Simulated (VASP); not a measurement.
Wanted: the native input for a VASP 6.6.1 run.

| Property | Result |
| --- | --- |
| Task | single point |
| Functional | PBEsol |
| Potentials or basis | VASP PAW PBE potentials, release 64 (Ru_pv, Al) |
| Cutoff | 520 eV |
| k mesh | 12 × 12 × 12 |
| Occupations | fermi-dirac, width 0.05 eV |
| Spin | no spin polarisation |
| Ladder | free |
| Further INCAR settings | ALGO = Normal; EDIFF = 1e-07; NBANDS = 17 |

The structure of Al2Ru lies in POSCAR:

```
Al2Ru
1.0
   -1.5604216200      1.5604216200      4.2218055900
    1.5604216200     -1.5604216200      4.2218055900
    1.5604216200      1.5604216200     -4.2218055900
Ru Al
1 2
Direct
    0.0000000000      0.0000000000      0.0000000000
    0.3407978100      0.3407978100      0.0000000000
    0.6592021900      0.6592021900      0.0000000000
```

The cell comes from a database or a generator and needn't be the stable form of this composition.

The input as run:

INCAR

```
  PREC = Accurate
  ENCUT = 520
  EDIFF = 1E-7
  ISMEAR = -1
  SIGMA = 0.05
  LREAL = False
  LASPH = True
  NELM = 80
  ALGO = Normal
  ISIF = 2
  LWAVE = False
  LCHARG = False
  GGA = PS
  NBANDS = 17
```

KPOINTS

```
regular mesh
0
Gamma
  12 12 12
```

Potentials or basis: VASP PAW PBE potentials, release 64 (Ru_pv, Al).

Run with:

```sh
$ cat potpaw_PBE.64/Ru_pv/POTCAR potpaw_PBE.64/Al/POTCAR > POTCAR
$ mpirun -np 1 vasp_std > vasp.out
```

It gave:

```yaml
Pressure: -0.4 GPa
Largest_force: 0.047 eV/Å
Band_gap_on_the_k_mesh: none (metal or under the smearing width)
```

Caveat: the PAW data sets were made with another functional, which shifts forces and pressure a little.

Run time: 62 s on 1 thread of Intel(R) Xeon(R) 6975P-C (Granite Rapids) (shared host), peak memory 0.27 GiB.
